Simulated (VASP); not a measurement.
**H6C3O2: single point with PBE+D3(BJ)**

H6C3O2:

```
CELL_PARAMETERS angstrom
7.99740 0.00000 0.00000
0.00000 7.99740 0.00000
0.00000 0.00000 7.99740
ATOMIC_POSITIONS crystal
O 0.86284 0.14103 0.58345
O 0.30264 0.80928 0.12977
O 0.62966 0.83065 0.80527
O 0.81431 0.55135 0.51068
O 0.49202 0.23408 0.76786
O 0.18796 0.18390 0.92460
C 0.91625 0.06676 0.47397
C 0.31326 0.93837 0.19077
C 0.60857 0.81265 0.66512
C 0.07525 0.56116 0.66127
C 0.97438 0.63234 0.51547
C 0.59002 0.34783 0.02627
C 0.57525 0.37196 0.84245
C 0.00025 0.34424 0.08882
C 0.18287 0.32338 0.03769
H 0.74567 0.61568 0.43385
H 0.96386 0.77263 0.52570
H 0.03580 0.61538 0.38950
H 0.18410 0.64056 0.69005
H 0.00609 0.55223 0.77752
H 0.11903 0.43193 0.64481
H 0.49904 0.25129 0.64602
H 0.50842 0.48481 0.80979
H 0.70168 0.37655 0.78225
H 0.65024 0.45599 0.07850
H 0.47159 0.32894 0.09885
H 0.67917 0.24033 0.04977
H 0.28927 0.18900 0.85812
H 0.22721 0.44072 0.97944
H 0.25497 0.29853 0.15326
H 0.97802 0.44046 0.18231
H 0.92605 0.36048 0.97527
H 0.95577 0.22591 0.14203
```

The cell was built by a generator and needn't be a form met in nature.

```yaml
Program: VASP 6.6.1
Task: single point
Functional: PBE
Dispersion: D3(BJ)
Potentials_or_basis: VASP PAW PBE potentials, release 64 (O, C, H)
Cutoff: 520 eV
k_mesh: 1 × 1 × 1
Occupations: fermi-dirac, width 0.02 eV
Spin: no spin polarisation
```

The pressure is 0.0 GPa, the largest force is 1.738 eV/Å and the band gap on the k mesh is 3.56 eV, direct. The dispersion energy per atom is -0.035 eV.

Forces in eV/Å, atoms in the order of the input:
```
O   -0.087  0.166  0.184
O   -0.011  0.046  0.000
O    0.011 -0.037  0.074
O   -0.065  0.139  0.066
O   -0.572 -0.802 -1.103
O   -0.583  0.174  0.549
C    0.103 -0.064 -0.215
C    0.004 -0.022 -0.012
C   -0.074  0.061 -0.052
C    0.486 -0.036 -0.240
C    0.518  0.310 -0.377
C    0.458 -1.390  0.938
C    1.019  0.041 -0.669
C    0.129 -0.759 -0.297
C   -0.740 -0.100  0.140
H   -0.171 -0.050 -0.039
H   -0.207 -0.658  0.244
H    0.069 -0.127  0.724
H    0.012 -0.043 -0.218
H   -0.647  0.364  0.255
H    0.054  0.042 -0.438
H   -0.112 -0.254  0.598
H   -0.271  0.737 -0.035
H   -0.405  0.351  0.449
H    0.368  0.714  0.360
H    0.614 -0.020 -0.684
H   -0.826  0.581  0.038
H    0.726  0.165 -0.230
H    0.153 -0.177  0.015
H    0.137 -0.005 -0.156
H    0.015  0.387  0.005
H   -0.166  0.400 -0.024
H    0.062 -0.136  0.154
```

Stress tensor (GPa, compression positive):
```
 0.60  0.36  0.18
 0.36  0.00  0.32
 0.18  0.32 -0.62
```

Levels at points of the mesh, in eV from the valence-band top:
| k point | band 42 | band 43 | band 44 | band 45 | band 46 | band 47 | band 48 | band 49 |
| --- | --- | --- | --- | --- | --- | --- | --- | --- |
| (0.00, 0.00, 0.00) | -1.58 | -0.58 | -0.48 | 0.00 | 3.56 | 3.78 | 3.87 | 3.96 |

Run time: 97 s on 1 thread of Intel(R) Xeon(R) Platinum 8488C (Sapphire Rapids) (shared host), peak memory 0.43 GiB.

Caveat: the standard files for N, O and F lose accuracy on very short bonds.
